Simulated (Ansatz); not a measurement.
Sc2Al: a fit and a missing row

Sc2Al, P6_3/mmc, a = 4.888 Å, c = 6.163 Å. The structure is a Materials Project entry; whether it is the stable form wasn't checked. Ansatz: r2SCAN, PAW, 500 eV, Γ-centred 12×12×6 mesh on 6 atoms, Gaussian smearing 0.10 eV; no spin polarisation. Shape and atoms are relaxed at each volume; pressure is positive in compression.

| V (Å³/atom) | P (GPa) |
| --- | --- |
| 19.980 | 5.10 |
| 20.617 | 2.37 |
| 21.255 | 0.00 |
| 21.893 | -2.06 |
| 22.530 | ? |

Take V0 = 21.255 Å³/atom, fit the third-order Birch–Murnaghan form to the other rows, and predict the missing pressure.

With the Eulerian strain f = ½[(V0/V)^(2/3) − 1] and y = P/[3f(1 + 2f)^(5/2)], the form is the line y = B0 + 1.5 B0 (B0′ − 4) f. Rows (f, y): 0.02105, 72.8; 0.01026, 73.2; -0.00976, 73.9. Means f = 0.007183, y = 73.300; Σ(Δf)² = 0.0004888, ΣΔfΔy = -0.01741; the slope is their ratio. y = 73.56 − 35.61 f GPa, so B0 = 73.6 GPa and B0′ = 4 + 2 × (-35.61)/(3 × 73.56) = 3.68. At V = 22.530, f = -0.01905, y = 74.24 and P = -3.85 GPa. The run gave -3.86 GPa, so the fit is 0.01 GPa too high, a small miss on the scale of the series. The form still works here, 33 % of the fitted range beyond its end.